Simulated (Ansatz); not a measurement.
Te₂Mo, DFT, PBE, PAW with Ansatz's default frozen-core files, scalar-relativistic (Ansatz 0.2.0), run on 1 thread of Intel(R) Xeon(R) 6975P-C (Granite Rapids) on a shared host.

The cell was built from the fluorite type and relaxed in the same program, and has space group Fm-3m; it needn't be a known or the stable phase.

Command: `ansatz run input.yaml --threads 1 --pin off --max-ram 3072MiB --backend cpu --events-out ev --progress --plain --runs-dir out`

```yaml
crystal:
  lattice:
    - [0.0, 3.3280778622, 3.3280778622]
    - [3.3280778622, 0.0, 3.3280778622]
    - [3.3280778622, 3.3280778622, 0.0]
  atoms:
    - { symbol: Mo, position: [0.0, 0.0, 0.0] }
    - { symbol: Te, position: [0.25, 0.25, 0.25] }
    - { symbol: Te, position: [0.75, 0.75, 0.75] }
kpoints:
  mp_grid: { grid: [11, 11, 11] }
  band_path:
    path:
      - [0.0, 0.0, 0.0]
      - [0.5, 0.0, 0.5]
      - [0.625, 0.25, 0.625]
      - [0.375, 0.375, 0.75]
      - [0.0, 0.0, 0.0]
      - [0.5, 0.5, 0.5]
      - [0.5, 0.25, 0.75]
      - [0.5, 0.0, 0.5]
    npoints: 14
scf:
  occupations: { method: fermi_dirac, width: 0.05 }
hamiltonian:
  xc: pbe
  pseudopotentials: { kind: paw }
output:
  forces: true
  stress: true
  eigenvalues: true
  efg: { contact_densities: true }
  populations: true
  bader: true
  dos: { projected: true, de: 0.2, e_range: [-14, 8] }
  write_density: true
  write_potential: true
  elf: true
  volumetric_format: npy
```

How large is the problem that the program sets up?

56 irreducible k-points, 1459 plane waves at Γ, 28 bands.

Estimate the wall time.

20 s of wall time for 6 SCF iterations. Times on shared machines scatter by tens of per cent.

And the same cell and mesh by LAPW (all electrons), asked for forces, stress, eigenvalues, populations, dos and the same band path, on the same hardware?

42 s.

And the same cell and mesh by all-electron PAW (datasets made for this crystal), asked for forces, stress, eigenvalues, efg and the same band path, on the same hardware?

29 s.
